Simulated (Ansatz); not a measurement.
# BN: the cost of one run

Method: DFT PBEsol, frozen-core PAW, scalar-relativistic unless said, in Ansatz 0.2.0.

The COD entry's cell or inner coordinates are ideal or old and differ from later refinements, so a difference from it is no clean test against experiment.

**1. The structure to begin with**

It takes space group P6_3/mmc (No. 194, hexagonal). Conventional cell: a = 2.498 Å, b = 2.498 Å, c = 6.636 Å, α = 90.00°, β = 90.00°, γ = 120.00°. Around B (site symmetry -6m2) lie 3 N at 1.44 Å. N (site symmetry -6m2) has 3 B at 1.44 Å as nearest neighbours.

Structure file:

```xyz
4
Lattice="2.4982 0.0000 0.0000 -1.2491 2.1635 0.0000 0.0000 0.0000 6.6357" Properties=species:S:1:pos:R:3 pbc="T T T"
B     0.0000    1.4424    1.6589
B     1.2491    0.7212    4.9768
N     0.0000    1.4424    4.9768
N     1.2491    0.7212    1.6589
```

Cartesian axes are those of the input's lattice vectors. The structure goes back to a database entry.

**2. Cell and atoms relaxed, PAW**

The input, input.yaml:

```yaml
crystal:
  lattice:
    - [2.49824000002, 0.0, 0.0]
    - [-1.24912000001, 2.16353930477, 0.0]
    - [0.0, 0.0, 6.6357]
  atoms:
    - { symbol: B, position: [0.333333333333, 0.666666666667, 0.25] }
    - { symbol: B, position: [0.666666666667, 0.333333333333, 0.75] }
    - { symbol: "N", position: [0.333333333333, 0.666666666667, 0.75] }
    - { symbol: "N", position: [0.666666666667, 0.333333333333, 0.25] }
kpoints:
  mp_grid: { grid: [20, 20, 6] }
scf:
  occupations: { method: fermi_dirac, width: 0.1 }
hamiltonian:
  xc: pbesol
  pseudopotentials: { kind: paw }
relax:
  f_tol: 0.002
  max_steps: 80
  cell: {}
output:
  forces: true
  stress: true
  write_density: true
  write_potential: true
  elf: true
  volumetric_format: npy
```

Run with:

```sh
$ ansatz run input.yaml --threads 1 --pin off --max-ram 3072MiB --backend cpu --events-out ev --progress --plain --runs-dir out
```

**Question.** How long does this run take on 1 thread of Arm Neoverse V2, shared host, and how much memory does it need?

About 45 s, with a peak of 0.35 GiB.
